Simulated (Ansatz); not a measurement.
# AlCu3: the cost of one run

Program: Ansatz 0.2.0. Level of theory: DFT PBEsol, scalar-relativistic, plane waves, PAW. These are calculated values, not measurements.

2 further runs of the same task are left out: 2 set aside as unsound or not needed.

**1. The structure to begin with**

The structure is cubic, space group Pm-3m (No. 221). Conventional cell: a = 3.632 Å, b = 3.632 Å, c = 3.632 Å, α = 90.00°, β = 90.00°, γ = 90.00°. Around Al (site symmetry m-3m) lie 12 Cu at 2.57 Å. Cu (site symmetry 4/mmm) has 4 Al at 2.57 Å and 8 Cu at 2.57 Å as nearest neighbours.

Coordinates:

```
Al Cu
1.0
     3.63242    0.00000    0.00000
     0.00000    3.63242    0.00000
     0.00000    0.00000    3.63242
Al Cu
1 3
Direct
  0.00000 0.00000 0.00000
  0.50000 0.50000 0.00000
  0.50000 0.00000 0.50000
  0.00000 0.50000 0.50000
```

It goes back to an entry of the Materials Project, which need not be the stable form.

This cell was relaxed beforehand with the same method: volume 11.98 Å³/atom, gap on the mesh none (metal).

**2. The reference run: phonons at Γ**

Input file input.yaml:

```yaml
crystal:
  lattice:
    - [3.6324203548, 0.0, 0.0]
    - [0.0, 3.6324203548, 0.0]
    - [0.0, 0.0, 3.6324203548]
  atoms:
    - { symbol: Al, position: [0.0, 0.0, 0.0] }
    - { symbol: Cu, position: [0.5, 0.5, 0.0] }
    - { symbol: Cu, position: [0.5, 0.0, 0.5] }
    - { symbol: Cu, position: [0.0, 0.5, 0.5] }
basis:
  ecutwfc: 420
kpoints:
  mp_grid: { grid: [12, 12, 12] }
hamiltonian:
  xc: pbesol
scf:
  occupations: { method: fermi_dirac, width: 0.15 }
output:
  eigenvalues: true
phonons:
  method: dfpt
```

The run is started by

```bash
> ansatz run input.yaml --threads 1 --pin off --max-ram 3072MiB --backend cpu --events-out ev --progress --plain --runs-dir out
```

Q: Estimate wall time and peak memory on 1 thread of AMD EPYC 7R32 (Zen 2), shared host.

About 3.4 min, with a peak of 2.1 GiB.
